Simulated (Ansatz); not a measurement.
**How settings move the G0W0 gap of Na2S (Fm-3m)**

Na2S (started from an entry of an open crystallographic database), relaxed with r2SCAN; one-shot G0W0 in Ansatz without spin-orbit coupling. Spin-unpolarised throughout; all numbers are computed.

```xyz
3
Lattice="0.0000 3.2554 3.2554 3.2554 0.0000 3.2554 3.2554 3.2554 0.0000" Properties=species:S:1:pos:R:3 pbc="T T T"
Na    1.6277    1.6277    1.6277
Na    4.8831    4.8831    4.8831
S     0.0000    0.0000    0.0000
```

Gaps are read over the mesh points alone. G0W0 here is at a finite number of bands, screening cutoff and k mesh, not at the basis limit.
```json
{"start": "PBE", "potentials": "PAW", "frequency model": "contour deformation", "mesh": "4×4×4", "empty bands": "156", "screening cutoff (eV)": "100", "Kohn-Sham gap (eV)": "2.53", "G0W0 gap (eV)": "4.07"}
{"start": "PBE", "potentials": "PAW", "frequency model": "contour deformation", "mesh": "4×4×4", "empty bands": "378", "screening cutoff (eV)": "180", "Kohn-Sham gap (eV)": "2.53", "G0W0 gap (eV)": "4.19"}
{"start": "PBE", "potentials": "PAW", "frequency model": "contour deformation", "mesh": "4×4×4", "empty bands": "734", "screening cutoff (eV)": "260", "Kohn-Sham gap (eV)": "2.53", "G0W0 gap (eV)": "4.23"}
{"start": "HSE06", "potentials": "PAW", "frequency model": "contour deformation", "mesh": "4×4×4", "empty bands": "378", "screening cutoff (eV)": "180", "Kohn-Sham gap (eV)": "3.53", "G0W0 gap (eV)": "4.82"}
{"start": "r2SCAN", "potentials": "PAW", "frequency model": "contour deformation", "mesh": "4×4×4", "empty bands": "378", "screening cutoff (eV)": "180", "Kohn-Sham gap (eV)": "3.09", "G0W0 gap (eV)": "4.57"}
{"start": "PBE0", "potentials": "PAW", "frequency model": "contour deformation", "mesh": "4×4×4", "empty bands": "378", "screening cutoff (eV)": "180", "Kohn-Sham gap (eV)": "4.21", "G0W0 gap (eV)": "5.06"}
{"start": "PBE", "potentials": "PAW", "frequency model": "Godby-Needs pole", "mesh": "4×4×4", "empty bands": "378", "screening cutoff (eV)": "180", "Kohn-Sham gap (eV)": "2.53", "G0W0 gap (eV)": "4.21"}
{"start": "PBE", "potentials": "PAW", "frequency model": "contour deformation", "mesh": "6×6×6", "empty bands": "112", "screening cutoff (eV)": "80", "Kohn-Sham gap (eV)": "2.53", "G0W0 gap (eV)": "4.02"}
{"start": "PBE", "potentials": "norm-conserving", "frequency model": "contour deformation", "mesh": "4×4×4", "empty bands": "378", "screening cutoff (eV)": "180", "Kohn-Sham gap (eV)": "2.53", "G0W0 gap (eV)": "4.17"}
```

G0W0 moves the gap on the mesh from 2.53 eV (PBE) to 4.23 eV (direct at Γ). Renormalisation factors Z lie between 0.74 and 0.81.

Raising bands and cutoff together moves the gap by +0.12 eV (100 to 180 eV), then +0.04 eV (180 to 260 eV); the last step is still large, so the basis limit isn't reached. Starting from HSE06 (3.53 eV against PBE's 2.53 eV) gives 4.82 eV, +0.63 eV from G0W0@PBE at the same screening cutoff. Starting from r2SCAN (3.09 eV against PBE's 2.53 eV) gives 4.57 eV, +0.38 eV from G0W0@PBE at the same screening cutoff. Starting from PBE0 (4.21 eV against PBE's 2.53 eV) gives 5.06 eV, +0.87 eV from G0W0@PBE at the same screening cutoff. The Godby-Needs plasmon pole differs from contour deformation by +0.02 eV. Norm-conserving potentials (wave cutoff 1197 eV against 420 eV) shift the quasiparticle gap by -0.02 eV and the PBE gap by 0.00 eV. r2SCAN runs take a wave cutoff of 500 eV.
